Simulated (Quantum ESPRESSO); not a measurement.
GaN:

```
Ga N
1.0
     3.18000    0.00000    0.00000
    -1.59000    2.75396    0.00000
     0.00000    0.00000    5.16600
Ga N
2 2
Direct
  0.66667 0.33333 0.50000
  0.33333 0.66667 0.00000
  0.66667 0.33333 0.87500
  0.33333 0.66667 0.37500
```

Base run:

| Property | Result |
| --- | --- |
| Program | Quantum ESPRESSO 7.5 |
| Functional | BLYP |
| Potentials or basis | GBRV 1.5 PBE |
| Cutoff | 762 eV |
| Density cutoff | 6095 eV |
| k mesh | 6 × 6 × 4, shifted |
| Occupations | fermi-dirac, width 0.05 eV |
| Spin | no spin polarisation |

Its results: pressure 14.0 GPa; largest force 0.132 eV/Å; electronic dielectric tensor (diagonal) 5.85, 5.85, 5.57.

Q: The run is repeated on the same cell with these changes: functional from BLYP to AM05. What comes out?

A: Pressure 1.8 GPa; largest force 0.135 eV/Å; electronic dielectric tensor (diagonal) 6.12, 6.12, 5.78.

AM05 binds more tightly than BLYP, so the same cell stands under less pressure.

Caveats: the potentials were made for another functional, which shifts forces and pressure; the cell is more than 3 GPa from zero pressure, which shifts response properties (some runs).
